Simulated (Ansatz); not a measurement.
# MnO (Fm-3m) in Ansatz: equation of state

Aim: energy against volume of MnO in PBE, for its equilibrium volume and stiffness.

All numbers are computed with Ansatz 0.2.0; they aren't measurements. Logs are shortened: lines on timing, memory, paths and dates and some standing lists are left out, and cuts for length are marked.

## (1) Starting point

The structure is cubic, space group Fm-3m (No. 225). The conventional cell has a = 4.448 Å, b = 4.448 Å, c = 4.448 Å, α = 90.00°, β = 90.00°, γ = 90.00°. Around Mn (site symmetry m-3m) lie 6 O at 2.22 Å. O (site symmetry m-3m) is surrounded by 6 Mn at 2.22 Å.

The cell is a database's computed one.

## (2) Equation of state, PBE, collinear spin, ferromagnetic start

Potentials or basis: all-electron LAPW, scalar-relativistic.

No new run: the results of the series are fitted here.

What came out:

* Equilibrium volume: 11.00 Å³/atom (rough: see the caveat)
* Bulk modulus: 112 GPa (rough)

Energy against volume, from the lowest point:
```
volume (Å³/atom)  energy (meV/atom)
          10.339              13.66
          10.559               6.35
          10.779               1.81
          10.999               0.00
          11.219               1.73
          11.439               6.67
          11.659              14.08
```

Caveat: the fit is doubtful: noisy points or a state that changes with volume.
